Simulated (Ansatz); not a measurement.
Relaxing InSe

These are results of DFT r2SCAN, scalar-relativistic, plane waves, PAW in Ansatz 0.2.0, not measurements. Cutoff 500 eV, Γ-centred k mesh, Gaussian smearing, no spin polarisation in the final step.

The start puts InSe on the CoSn structure type (P6/mmm, No. 191), with In in place of Co, Se in place of Sn, at a guessed volume.

```
CELL_PARAMETERS angstrom
6.45377 0.00000 0.00000
-3.22689 5.58913 0.00000
0.00000 0.00000 5.20702
ATOMIC_POSITIONS crystal
In 0.50000 0.00000 0.00000
In 0.50000 0.50000 0.00000
In 0.00000 0.50000 0.00000
Se 0.00000 0.00000 0.00000
Se 0.33333 0.66667 0.50000
Se 0.66667 0.33333 0.50000
```

Cell and atoms relax at zero pressure; the relaxation can't lower the symmetry of the start. After a coarse first stage the cell is made exact in the group found at 0.06 Å.

The zero of energy is the elements' standard structures at the same level; no fitted shifts are applied.

(1) Which crystal results?

(2) What are its volume, energy, density and gap?

Results:

(1) It keeps P6/mmm (No. 191). The result has the CoSn (In on Co sites) structure. Conventional cell: a = 6.571 Å, c = 4.326 Å. In has 4 Se at 2.88 Å, 2 Se at 3.29 Å and 4 In at 3.29 Å; around Se on Wyckoff site a (1 atom of the primitive cell) lie 6 In at 3.29 Å; Se on Wyckoff site d (2 atoms of the primitive cell) is coordinated by 6 In at 2.88 Å.

Space group P6/mmm (No. 191). a = 6.571 Å, b = 6.571 Å, c = 4.326 Å, α = 90.00°, β = 90.00°, γ = 120.00°
```json
{"atom": "In", "site": "3f", "symmetry": "mmm", "x": "0.5000", "y": "0.0000", "z": "0.0000"}
{"atom": "Se", "site": "1a", "symmetry": "6/mmm", "x": "0.0000", "y": "0.0000", "z": "0.0000"}
{"atom": "Se", "site": "2d", "symmetry": "-6m2", "x": "0.3333", "y": "0.6667", "z": "0.5000"}
```

(2) The volume per atom is 26.96 Å³. The density is 5.97 g/cm³. The energy over the elements is -0.21 eV/atom. The gap on the 6×6×10 mesh is 0 eV (a metal).

The final run used a 6×6×10 mesh on its 6-atom cell and 0.10 eV smearing. The k mesh leaves about 4 meV/atom of noise in metals. A structure relaxed within its symmetry needn't be a true minimum.

Cost: 3 runs of about 5.9 core-minutes in all, on Arm Neoverse V2 (shared hosts).